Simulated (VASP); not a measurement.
Wanted: the native input for a VASP 6.6.1 run.

```yaml
Task: relaxation of cell and atoms
Functional: AM05
Potentials_or_basis: VASP PAW PBE potentials, release 64 (Pt)
Cutoff: 600 eV
k_mesh: 16 × 16 × 16
Occupations: methfessel-paxton, width 0.1 eV
Spin: no spin polarisation
Further_INCAR_settings: ALGO = Normal; EDIFF = 1e-07; IBRION = 2; EDIFFG = -0.005; NSW = 90; ISIF = 3
```

The structure of Pt lies in POSCAR:

```
Pt                                      
1.0
   -0.0000000000      1.9532716229      1.9532716229
    1.9532716229      0.0000000000      1.9532716229
    1.9532716229      1.9532716229      0.0000000000
  Pt            
     1
Direct
     0.0000000000000000    0.0000000000000000    0.0000000000000000
```

The input as run:

INCAR

```
SYSTEM = Pt
PREC = Accurate ; ENCUT = 600
EDIFF = 1E-7 ; ISMEAR = 1
SIGMA = 0.1 ; LREAL = .FALSE.
LASPH = .TRUE. ; NELM = 80
ALGO = Normal ; ISIF = 3
LWAVE = .FALSE. ; LCHARG = .FALSE.
GGA = AM ; IBRION = 2
NSW = 90 ; EDIFFG = -0.005
```

KPOINTS

```
Automatic mesh
0
G
  16 16 16
  0 0 0
```

Potentials or basis: VASP PAW PBE potentials, release 64 (Pt).

The run is started by

```sh
$ cat potpaw_PBE.64/Pt/POTCAR > POTCAR
$ mpirun -np 1 vasp_std > vasp.out
```

Results of the run:

```json
{
  "Pressure after relaxing": "0.0 GPa",
  "Band gap on the k mesh": "none (metal or under the smearing width)"
}
```

Caveat: the relaxation stopped at its first step, so nothing moved; the PAW data sets were made with another functional, which shifts forces and pressure a little.

It took 15 s on 1 thread of Intel(R) Xeon(R) Platinum 8488C (Sapphire Rapids), on a shared host, peak memory 0.16 GiB.
